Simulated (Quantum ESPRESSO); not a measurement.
The system is Ga2O3.

```
Ga O
1.0
     6.10700   -1.51855    0.00000
     6.10700    1.51855    0.00000
    -1.38599    0.00000    5.63001
Ga O
4 6
Direct
  0.34134 0.34134 0.68598
  0.65866 0.65866 0.31402
  0.90950 0.90950 0.20540
  0.09050 0.09050 0.79460
  0.50410 0.50410 0.74340
  0.49590 0.49590 0.25660
  0.82670 0.82670 0.43680
  0.17330 0.17330 0.56320
  0.83550 0.83550 0.89020
  0.16450 0.16450 0.10980
```

Base run:

- Program: Quantum ESPRESSO 7.5
- Functional: PBE
- Potentials or basis: SSSP 1.3 efficiency PBE
- Cutoff: 952 eV
- Density cutoff: 7619 eV
- k mesh: 9 × 9 × 5
- Occupations: fermi-dirac, width 0.05 eV
- Spin: no spin polarisation

Its results: band gap on the k mesh 2.44 eV, indirect (least direct gap 2.46 eV); pressure 9.2 GPa; largest force 0.228 eV/Å.

**Question.** The run is repeated on the same cell with these changes: potentials or basis from SSSP 1.3 efficiency PBE to GBRV 1.5 PBE; cutoff from 952 eV to 612 eV; density cutoff from 7619 eV to 4898 eV; valence electrons from 88 to 112. What comes out?

**Answer.** Band gap on the k mesh 2.47 eV, indirect (least direct gap 2.48 eV); pressure 9.6 GPa; largest force 0.244 eV/Å.

Caveats: an odd mesh through Γ misses points on the zone boundary, where band edges often lie (some runs).

Not every run made on this cell is shown here.
